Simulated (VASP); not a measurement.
# CdS (F-43m) in VASP: further runs

The runs below take CdS through relaxation of cell and atoms, with LDA.

All numbers are computed with VASP 6.6.1; they aren't measurements. Logs are shortened: lines on timing, memory, paths and dates and some standing lists are left out, and cuts for length are marked.

## (1) The structure

Symmetry: F-43m, No. 216, cubic system. Conventional cell: a = 5.833 Å, b = 5.833 Å, c = 5.833 Å, α = 90.00°, β = 90.00°, γ = 90.00°. Around Cd (site symmetry -43m) lie 4 S at 2.53 Å. S (site symmetry -43m) has 4 Cd at 2.53 Å as nearest neighbours.

## (2) Relaxation of cell and atoms, LDA

INCAR reads:

```
ALGO     = Normal         # electronic algorithm
EDIFF    = 1E-7           # SCF threshold, eV
EDIFFG   = -0.002         # ionic threshold
ENCUT    = 350            # plane-wave cutoff, eV
IBRION   = 2              # ionic algorithm
ISIF     = 3              # what is computed and relaxed
ISMEAR   = 0              # smearing method
LASPH    = T              # aspherical terms in the spheres
LCHARG   = F              # write CHGCAR
LREAL    = F              # projectors in reciprocal space
LWAVE    = F              # write WAVECAR
NELM     = 60             # most SCF steps
NSW      = 80             # ionic steps
PREC     = Accurate       # precision mode
SIGMA    = 0.02           # smearing width, eV
```

KPOINTS reads:

```
k-points
0
Gamma
  6 6 6
```

POSCAR reads:

```
CdS
1.0
    0.0000000000      2.9165000000      2.9165000000
    2.9165000000      0.0000000000      2.9165000000
    2.9165000000      2.9165000000      0.0000000000
Cd S
1 1
Direct
    0.0000000000      0.0000000000      0.0000000000
    0.2500000000      0.2500000000      0.2500000000
```

Potentials or basis: VASP PAW LDA potentials, release 64 (Cd, S).

On the command line:

```
> cat potpaw_LDA.64/Cd/POTCAR potpaw_LDA.64/S/POTCAR > POTCAR
> mpirun -np 1 vasp_std > vasp.out
```

OUTCAR:

```text
EDIFF = 1E-7
   EDIFFG = -0.002
   ENCUT = 350
   IBRION = 2
   ISIF = 3
   ISMEAR = 0
   LASPH = T
   LREAL = F
   NELM = 60
   NSW = 80
   PREC = Accurate

 ion  position               nearest neighbor table
   1  0.000  0.000  0.000-   2 2.53   2 2.53   2 2.53   2 2.53
   2  0.250  0.250  0.250-   1 2.53   1 2.53   1 2.53   1 2.53

  LATTYP: Found a face centered cubic cell.
 ALAT       =     5.8330000000

  Lattice vectors:

 A1 = (   0.0000000000,   2.9165000000,   2.9165000000)
 A2 = (   2.9165000000,   0.0000000000,   2.9165000000)
 A3 = (   2.9165000000,   2.9165000000,   0.0000000000)

Analysis of symmetry for initial positions (statically):
=====================================================================
 Subroutine PRICEL returns:
 Original cell was already a primitive cell.

 Routine SETGRP: Setting up the symmetry group for a
 face centered cubic supercell.

 Subroutine GETGRP returns: Found 24 space group operations
 (whereof 24 operations were pure point group operations)
 out of a pool of 48 trial point group operations.

The static configuration has the point symmetry T_d .

Analysis of symmetry for dynamics (positions and initial velocities):
=====================================================================
 Subroutine PRICEL returns:
 Original cell was already a primitive cell.

 Routine SETGRP: Setting up the symmetry group for a
 face centered cubic supercell.

 Subroutine GETGRP returns: Found 24 space group operations
 (whereof 24 operations were pure point group operations)
 out of a pool of 48 trial point group operations.

The dynamic configuration has the point symmetry T_d .

 Subroutine INISYM returns: Found 24 space group operations
 (whereof 24 operations are pure point group operations),
 and found     1 'primitive' translations

----------------------------------------------------------------------------------------

                                     Primitive cell

  volume of cell :      49.6153

  direct lattice vectors                    reciprocal lattice vectors
     0.000000000  2.916500000  2.916500000    -0.171438368  0.171438368  0.171438368
     2.916500000  0.000000000  2.916500000     0.171438368 -0.171438368  0.171438368
     2.916500000  2.916500000  0.000000000     0.171438368  0.171438368 -0.171438368

  length of vectors
     4.124553855  4.124553855  4.124553855     0.296939964  0.296939964  0.296939964

  position of ions in fractional coordinates (direct lattice)
     0.000000000  0.000000000  0.000000000
     0.250000000  0.250000000  0.250000000

  ion indices of the primitive-cell ions
   primitive index   ion index
                 1           1
                 2           2

----------------------------------------------------------------------------------------

 KPOINTS: k-points

Automatic generation of k-mesh.
 Grid dimensions read from file:
 generate k-points for:    6    6    6

 Generating k-lattice:

  Cartesian coordinates                     Fractional coordinates (reciprocal lattice)
    -0.028573061  0.028573061  0.028573061     0.166666667  0.000000000  0.000000000
     0.028573061 -0.028573061  0.028573061     0.000000000  0.166666667  0.000000000
     0.028573061  0.028573061 -0.028573061     0.000000000  0.000000000  0.166666667

  Length of vectors
     0.049489994  0.049489994  0.049489994

  Shift w.r.t. Gamma in fractional coordinates (k-lattice)
     0.000000000  0.000000000  0.000000000

 Subroutine IBZKPT returns following result:
 ===========================================

 Found     16 irreducible k-points:

 Following reciprocal coordinates:
            Coordinates               Weight
  0.000000  0.000000  0.000000      1.000000
  0.166667  0.000000  0.000000      8.000000
  0.333333  0.000000  0.000000      8.000000
  0.500000  0.000000  0.000000      4.000000
  0.166667  0.166667  0.000000      6.000000
  0.333333  0.166667  0.000000     24.000000
[... 8 lines left out ...]
 -0.333333  0.333333  0.166667     24.000000
 -0.333333  0.500000  0.166667     12.000000
   k-points           NKPTS =     16   k-points in BZ     NKDIM =     16   number of bands    NBANDS=     13
   number of dos      NEDOS =    301   number of ions     NIONS =      2
   total plane-waves  NPLWV =  21952
   dimension x,y,z NGX =    28 NGY =   28 NGZ =   28
   dimension x,y,z NGXF=    56 NGYF=   56 NGZF=   56
   ions per type =               1   1
   NGX,Y,Z   is equivalent  to a cutoff of  11.29, 11.29, 11.29 a.u.
   NGXF,Y,Z  is equivalent  to a cutoff of  22.57, 22.57, 22.57 a.u.
 SYSTEM =  unknown system
   PREC   = accura    normal or accurate (medium, high low for compatibility)
   ISTART =      0    job   : 0-new  1-cont  2-samecut
   ICHARG =      2    charge: 1-file 2-atom 10-const
   ISPIN  =      1    spin polarized calculation?
   LNONCOLLINEAR =      F non collinear calculations
   LSORBIT =      F    spin-orbit coupling
   LASPH  =      T    aspherical Exc in radial PAW
   ENCUT  =  350.0 eV  25.72 Ry    5.07 a.u.   6.29  6.29  6.29*2*pi/ulx,y,z
   NELM   =     60;   NELMIN=  2; NELMDL= -5     # of ELM steps
   EDIFF  = 0.1E-06   stopping-criterion for ELM
   LREAL  =      F    real-space projection
   EDIFFG = -.2E-02   stopping-criterion for IOM
   NSW    =     80    number of steps for IOM
   IBRION =      2    ionic relax: 0-MD 1-quasi-New 2-CG
   NFREE  =      1    steps in history (QN), initial steepest desc. (CG)
   ISIF   =      3    stress and relaxation
   ISYM   =      2    0-nonsym 1-usesym 2-fastsym
   POTIM  = 0.5000    time-step for ionic-motion
   TEBEG  =    0.0;   TEEND  =   0.0 temperature during run
   PSTRESS=    0.0 pullay stress
   NELECT =      18.0000    total number of electrons
   NUPDOWN=      -1.0000    fix difference up-down
   EMIN   =  10.00;   EMAX   =-10.00  energy-range for DOS
   EFERMI =   0.00;   METHOD = LEGACY
   ISMEAR =     0;   SIGMA  =   0.02  broadening in eV -4-tet -1-fermi 0-gaus
   EFERMI_NEDOS =   21; number of points for ismear=-14 and -15
   IALGO  =     38    algorithm
   IMIX   =      4    mixing-type and parameters
     AMIX     =   0.40;   BMIX     =  1.00
     AMIX_MAG =   1.60;   BMIX_MAG =  1.00
  volume/ion in A,a.u.               =      24.81       167.41
  Fermi-wavevector in a.u.,A,eV,Ry     =   1.167599  2.206442 18.548649  1.363287
  Thomas-Fermi vector in A             =   2.304097
   LORBIT       =      0    0 simple, 1 ext, 2 COOP (PROOUT), +10 PAW based schemes
   GGA     = CA    functional components
   LHFCALC =     F    Hartree Fock is set to
   AEXX    =    0.0000 exact exchange contribution
   IVDW    =     0    specifies the selected vdW correction
   LEPSILON=     F    determine dielectric tensor
   LRPA    =     F    only Hartree local field effects (RPA)
 conjugate gradient relaxation of ions
 non-spin polarized calculation
 Gauss-broadening in eV      SIGMA  =   0.02
  energy-cutoff  :      350.00
  volume of cell :       49.62
 maximum number of plane-waves:       754
 NGX is ok and might be reduce to    28
   NGX = 13   NGY = 13   NGZ = 13

--------------------------------------- Ionic step        1  -------------------------------------------

 number of electron      17.9999989 magnetization

 Free energy of the ion-electron system (eV)
  ---------------------------------------------------
  ext. energy  EPLUGINS =         0.00000000
  ---------------------------------------------------
  free energy    TOTEN  =        -7.39120228 eV

  energy without entropy =       -7.39120228  energy(sigma->0) =       -7.39120228

------------------------ aborting loop because EDIFF is reached ----------------------------------------

  FORCE on cell =-STRESS in cart. coord.  units (eV):
  Direction    XX          YY          ZZ          XY          YZ          ZX
  --------------------------------------------------------------------------------------
  -------------------------------------------------------------------------------------
  Total       -0.7343164     -0.7343164     -0.7343164     -0.0000000     -0.0000000     -0.0000000
  in kB      -23.7125287    -23.7125287    -23.7125287     -0.0000000     -0.0000000     -0.0000000
  external PRESSURE =     -23.7125287 kB  Pullay stress =       0.0000000 kB

 VOLUME and BASIS-vectors are now :
 -----------------------------------------------------------------------------
  energy-cutoff  :      350.00
  volume of cell :       49.62
      direct lattice vectors                 reciprocal lattice vectors
     0.000000000  2.916500000  2.916500000    -0.171438368  0.171438368  0.171438368
     2.916500000  0.000000000  2.916500000     0.171438368 -0.171438368  0.171438368
     2.916500000  2.916500000  0.000000000     0.171438368  0.171438368 -0.171438368
[... 37 lines left out ...]
 POSITION                                       TOTAL-FORCE (eV/Angst)
 -----------------------------------------------------------------------------------
      5.72968      5.72968      5.72968         0.000000      0.000000      0.000000
      1.43242      1.43242      1.43242        -0.000000     -0.000000     -0.000000
 -----------------------------------------------------------------------------------
    total drift:                                0.000000      0.000000      0.000000

  FREE ENERGIE OF THE ION-ELECTRON SYSTEM (eV)
  ---------------------------------------------------
  free  energy   TOTEN  =        -7.4029507122 eV

  energy  without entropy=       -7.4029507122  energy(sigma->0) =       -7.40295071

--------------------------------------- Ionic step        3  -------------------------------------------

 number of electron      17.9999997 magnetization

 Free energy of the ion-electron system (eV)
  ---------------------------------------------------
  ext. energy  EPLUGINS =         0.00000000
  ---------------------------------------------------
  free energy    TOTEN  =        -7.40544971 eV

  energy without entropy =       -7.40544971  energy(sigma->0) =       -7.40544971

 E-fermi :   1.5977     XC(G=0):  -9.7601

 val. band max:        1.4746208718   @ k =   0.0000   0.0000   0.0000
 cond. band min:       2.4432849395   @ k =   0.0000   0.0000   0.0000
 fundamental gap:      0.9686640677
 Fermi energy:         1.5976647867

 k-point     1 :       0.0000    0.0000    0.0000
  band No.  band energies     occupation
      1     -11.1287      2.00000
      2      -6.4509      2.00000
      3      -6.4509      2.00000
      4      -6.4509      2.00000
      5      -5.9109      2.00000
      6      -5.9109      2.00000
      7       1.4746      2.00000
      8       1.4746      2.00000
      9       1.4746      2.00000
     10       2.4433      0.00000
     11       7.8202      0.00000
     12       7.8202      0.00000
     13       7.8202      0.00000

 k-point     2 :       0.1667    0.0000    0.0000
  band No.  band energies     occupation
      1     -11.0088      2.00000
      2      -6.4088      2.00000
      3      -6.4088      2.00000
      4      -6.3517      2.00000
      5      -5.9125      2.00000
      6      -5.9125      2.00000
      7      -0.1530      2.00000
      8       1.2472      2.00000
      9       1.2472      2.00000
     10       3.6604      0.00000
     11       7.4869      0.00000
[... 246 lines left out ...]
 POSITION                                       TOTAL-FORCE (eV/Angst)
 -----------------------------------------------------------------------------------
      0.00000      0.00000      0.00000         0.000000      0.000000      0.000000
      1.43986      1.43986      1.43986        -0.000000     -0.000000     -0.000000
 -----------------------------------------------------------------------------------
    total drift:                                0.000000      0.000000      0.000000

  FREE ENERGIE OF THE ION-ELECTRON SYSTEM (eV)
  ---------------------------------------------------
  free  energy   TOTEN  =        -7.4054497087 eV

  energy  without entropy=       -7.4054497087  energy(sigma->0) =       -7.40544971

 reached required accuracy - stopping structural energy minimisation
```

Run time: 21 s. Hardware: 1 thread of Intel Xeon Platinum 8175M at 2.50GHz (Skylake/Cascade Lake), shared host; peak memory 0.14 GiB.

What came out:

* Free energy: -7.4054 eV
* Relaxed volume: 23.88 Å³/atom
* Relaxed cell: a = 4.073 Å, b = 4.073 Å, c = 4.073 Å, α = 60.00°, β = 60.00°, γ = 60.00°
* Space group after relaxing (to 0.05 Å): F-43m (No. 216)
* Energy gained by relaxing: 7.1 meV/atom
* Ionic steps: 3
* Pressure after relaxing: 0.0 GPa
* Band gap on the k mesh: 0.97 eV, direct

The path:
| step | energy change (eV) | largest force (eV/Å) | pressure (GPa) | volume (Å³) |
| --- | --- | --- | --- | --- |
| 1 | 0.0000 | 0.0000 | -2.37 | 49.62 |
| 2 | -0.0117 | 0.0000 | 1.11 | 47.03 |
| 3 | -0.0142 | 0.0000 | 0.00 | 47.76 |

Final structure:
```xyz
2
Lattice="0.0000 2.8797 2.8797 2.8797 0.0000 2.8797 2.8797 2.8797 0.0000" Properties=species:S:1:pos:R:3 pbc="T T T"
Cd    0.0000    0.0000    0.0000
S     1.4399    1.4399    1.4399
```

As with any semilocal functional, this LDA gap is likely too small. LDA usually gives volumes a few per cent too small.

[end of part 1 of 2]
